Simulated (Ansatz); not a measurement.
The calculation used DFT PBE, scalar-relativistic, plane waves, PAW in Ansatz. Settings: cutoff 420 eV, Γ-centred meshes spaced at most about 0.3 Å⁻¹, and about 0.25 Å⁻¹ or finer for metals (2π included), Gaussian smearing. No spin polarisation.

Each guess is relaxed in cell and atoms at zero pressure, on a coarse mesh first where it starts far from rest and then on a converged one. The steps can't lower the symmetry of the start, but it can rise. Energies are static (0 K, no zero-point motion).

Two unrelaxed guesses for Li3S2:

A.

```
CELL_PARAMETERS angstrom
5.00056 0.00000 0.00000
-2.50028 4.33061 0.00000
0.00000 0.00000 4.31863
ATOMIC_POSITIONS crystal
Li 0.47404 0.52596 0.00000
Li 0.47404 0.94807 0.00000
Li 0.05193 0.52596 0.00000
S 0.00000 0.00000 0.00000
S 0.66667 0.33333 0.00000
```

B.

```
CELL_PARAMETERS angstrom
4.15419 0.00000 0.00000
-2.07709 3.59763 0.00000
0.00000 0.00000 5.10119
ATOMIC_POSITIONS crystal
Li 0.00000 0.00000 0.74540
Li 0.00000 0.00000 0.25460
Li 0.66667 0.33333 0.00000
S 0.66667 0.33333 0.50000
S 0.33333 0.66667 0.00000
```

**Question.** Which guess leads to the lower structure, and by how much?

**Answer.** B ends lower, by 0.69 eV/atom. A: P-6m2 at 18.7 Å³/atom → P-6m2 at 19.8 Å³/atom; B: P-6m2 at 15.2 Å³/atom → P-6m2 at 15.2 Å³/atom. Counting S atoms around Li (those within 1.25 times the shortest such distance or 1.15 times the sum of covalent radii, 1.27 where that leaves under three; a plus sign parts nearer from farther groups; a slash parts the counts of unlike sites), the end of A has Li 1 and the end of B has Li 3+2/6. End of A. Conventional cell: a = 6.615 Å, c = 2.612 Å. Li has 1 S at 2.19 Å; S on its first site has 2 S at 2.61 Å; around S on its second site lie 3 Li at 2.19 Å and 2 S at 2.61 Å. End of B. Conventional cell: a = 3.945 Å, c = 5.654 Å. Around Li on a site of symmetry 3m lie 1 Li at 2.49 Å, 3 S at 2.59 Å, 3 Li at 2.77 Å, 3 S at 2.77 Å and 1 Li at 3.17 Å; around Li on a site of symmetry -6m2 lie 3 S at 2.28 Å, 6 Li at 2.77 Å and 2 S at 2.83 Å; S on its first site has 6 Li at 2.59 Å and 2 Li at 2.83 Å; 1 more site not described.

Ends held by symmetry can be saddle points. Neither end is the lowest form computed: that has space group P-1 (No. 2) and lies 130 meV/atom below the better end. In P-6m2 at 19.8 Å³/atom, P-6m2 at 15.2 Å³/atom an odd number of electrons in the primitive cell allows no gap without spin; a larger cell or a magnetic state could open one. Some types were kept out of the candidates beforehand, so the set may lack a known form.
